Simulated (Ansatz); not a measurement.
Ge, DFT, PBEsol, all-electron LAPW, scalar-relativistic (Ansatz 0.2.0), run on 1 thread of Intel(R) Xeon(R) 6975P-C (Granite Rapids) on a shared host.

The cell is the one relaxed in the Materials Project (mp-1007760), not relaxed further here; entries there can be hypothetical. The listed cell was then made from it by scaling, straining or moving an atom.

Command: `ansatz run input.yaml --threads 1 --pin off --max-ram 6144MiB --backend cpu --events-out ev --progress --plain --runs-dir out`

```yaml
crystal:
  lattice:
    - [3.9975858431, -0.0399758584, -0.0399758584]
    - [-2.0334130305, 3.4819988232, -0.0146321797]
    - [-0.0659937795, -0.0659937795, 6.59937795]
  atoms:
    - { symbol: Ge, position: [0.6666666667, 0.3333333333, 0.06290125] }
    - { symbol: Ge, position: [0.3333333333, 0.6666666667, 0.56290125] }
    - { symbol: Ge, position: [0.6666666667, 0.3333333333, 0.43709875] }
    - { symbol: Ge, position: [0.3333333333, 0.6666666667, 0.93709875] }
kpoints:
  mp_grid: { grid: [11, 11, 6] }
  band_path:
    path:
      - [0.0, 0.0, 0.0]
      - [0.0, 0.0, 0.5]
      - [-0.5, 0.5, 0.0]
      - [0.0, 0.0, 0.0]
      - [0.0, -0.5, 0.0]
      - [-0.5, 0.0, 0.5]
      - [0.0, 0.0, 0.0]
      - [-0.5, 0.0, 0.0]
      - [0.0, -0.5, 0.5]
    npoints: 5
scf:
  occupations: { method: fermi_dirac, width: 0.05 }
hamiltonian:
  xc: pbesol
  pseudopotentials: { kind: all_electron, lapw: { basis_error: 0.001 } }
output:
  forces: true
  stress: true
  eigenvalues: true
```

Problem. How large is the problem that the program sets up?

Solution. 364 irreducible k-points, 1235 plane waves at Γ, 53 bands.

Problem. Estimate the wall time and the peak memory.

Solution. 4.2 min of wall time for 11 SCF iterations, with a peak of 2.6 GiB. Times on shared machines scatter by tens of per cent.
